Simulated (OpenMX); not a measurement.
Runs of OpenMX 3.8.5 on Ta. The structure is cubic, space group Im-3m (No. 229). The conventional cell has a = 3.303 Å, b = 3.303 Å, c = 3.303 Å, α = 90.00°, β = 90.00°, γ = 90.00°. Ta (site symmetry m-3m) has 8 Ta at 2.86 Å as nearest neighbours. 

```csv
task,level,potentials or basis,spin,k mesh,SCF threshold,max SCF cycles,"grid points, held for all volumes",mesh quality,pressure (GPa),moment (μB),V0 of scaled cells (Å³/atom),B0 (GPa)
band structure,PBE,"OpenMX 2013 PBE set, Ta7.0-s3p2d2, grid cutoff 400 Ry",off,11 × 11 × 11,1e-08 Ha,100,-,not flagged,5.1,-,-,-
band structure,LDA,"OpenMX 2013 LDA set, Ta7.0-s3p2d2f1, grid cutoff 400 Ry",off,11 × 11 × 11,1e-08 Ha,100,-,not flagged,-10.5,-,-,-
band structure,PBE,"OpenMX 2013 PBE set, Ta7.0-s3p2d2f1, grid cutoff 400 Ry","non-collinear, zero start",7 × 7 × 7,1e-07 Ha,100,-,coarse,-,0.00,-,-
band structure,PBE,"OpenMX 2013 PBE set, Ta7.0-s3p2d2f1, grid cutoff 400 Ry",off,9 × 9 × 9,1e-08 Ha,100,-,not flagged,3.6,-,-,-
band structure,PBE,"OpenMX 2013 PBE set, Ta7.0-s3p2d2f1, grid cutoff 400 Ry","non-collinear, zero start, SOC",7 × 7 × 7,1e-07 Ha,100,-,coarse,-,0.00,-,-
equation of state,PBE,"OpenMX 2013 PBE set, Ta7.0-s3p2d2, fixed grid of 28 × 28 × 28 points",off,11 × 11 × 11,1e-08 Ha,-,28 × 28 × 28,not flagged,-,-,(a),195
equation of state,LDA,"OpenMX 2013 LDA set, Ta7.0-s3p2d2f1, fixed grid of 28 × 28 × 28 points",off,11 × 11 × 11,1e-08 Ha,-,28 × 28 × 28,not flagged,-,-,17.12,233
equation of state,PBE,"OpenMX 2013 PBE set, Ta7.0-s3p2d2f1, fixed grid of 28 × 28 × 28 points",off,11 × 11 × 11,1e-08 Ha,-,28 × 28 × 28,not flagged,-,-,(b),195
```

Alike in all rows: cell as given; smearing fermi-dirac 0.05 eV.

Task: Estimate the missing entries.

Result: (a) 18.46; (b) 18.21.

Caveats: some runs use coarse meshes; the basis of atomic orbitals isn't converged, which shifts pressures, moduli and gaps; volumes in these bases differ from converged ones by about 1 %, for some elements by several (some runs); total energies with and without spin-orbit coupling shouldn't be compared in this program (some runs).
